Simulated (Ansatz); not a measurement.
Crystal: CoO.

```
Co O
1.0
     1.60222    0.92504    2.56647
    -1.60222    0.92504    2.56647
     0.00000   -1.85008    2.56647
Co O
1 1
Direct
  0.99898 0.99898 0.99898
  0.75102 0.75102 0.75102
```

Measurements of this composition are mostly on another form, of space group No. 225.

Base run:

| Property | Result |
| --- | --- |
| Program | Ansatz 0.2.0 |
| Functional | PBEsol |
| Potentials or basis | Ansatz PAW |
| Cutoff | 420 eV (not typed: the program's choice for these potentials) |
| k mesh | 10 × 10 × 10 |
| Occupations | fermi-dirac, width 0.05 eV |
| Spin | collinear spin, ferromagnetic start |
| Starting moments | [2.0, 0.0] μB |

Its results: band gap on the k mesh none (metal or under the smearing width); pressure -7.9 GPa; net moment 2.79 μB per cell; site moments Co +2.22; O +0.32 μB; largest force 0.215 eV/Å.

Q: The run is repeated on the same cell with these changes: functional from PBEsol to PBE; occupations from fermi-dirac, width 0.05 eV to gaussian, width 0.011 eV. What comes out?

A: Band gap on the k mesh none (metal or under the smearing width); pressure 0.1 GPa; net moment 2.78 μB per cell; site moments Co +2.21; O +0.30 μB; largest force 0.284 eV/Å.

Caveats: a cell with one magnetic atom can't hold antiferromagnetic order, which such compounds often take; semilocal functionals often make such compounds metallic where correlation or magnetic order opens a gap, which also shifts bond lengths; the PAW data sets come from PBE, with cores solved anew for the run's functional, which leaves a small shift of forces and pressure (some runs).
